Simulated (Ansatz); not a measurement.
# Property card for SnTe

Level of theory: DFT PBE, scalar-relativistic, plane waves, PAW (Ansatz 0.2.0).

Cutoff 420 eV; k points 10×10×10 on the computed 2-atom cell (Γ-centred); Gaussian smearing, width 0.01 eV; no spin polarisation.

The structure is relaxed at this level of theory with its symmetry kept, and needn't be the ground state of this composition.

```xyz
2
Lattice="0.0000 3.2062 3.2062 3.2062 0.0000 3.2062 3.2062 3.2062 0.0000" Properties=species:S:1:pos:R:3 pbc="T T T"
Sn    0.0000    0.0000    0.0000
Te    3.2062    3.2062    3.2062
```

(1) Formation energy from the elements' standard states (uncorrected)?

(2) Kohn–Sham band gap?

(3) Orbital (Löwdin) character of the top 1 eV of the valence band?

(4) Orbital (Löwdin) character of the lowest 1 eV of the conduction band?

(5) Bader charge by site (e)?

Spin-orbit coupling is left out, which matters for the bands of heavy elements.

Results:

(1) -0.288 eV/atom.

(2) 0.06 eV.

(3) Te 5p 60 %, Sn 5s 20 %, Sn 5p 16 %.

(4) Sn 5p 78 %, Te 5p 9 %, Te 5s 8 %.

(5) Sn (1 in the cell) 0.65, Te (1 in the cell) -0.65.

It was relaxed from a cell as deposited in COD. Kohn–Sham gaps at this level usually fall short of measured ones. Löwdin shares on free-atom orbitals overweight diffuse shells in the empty bands.
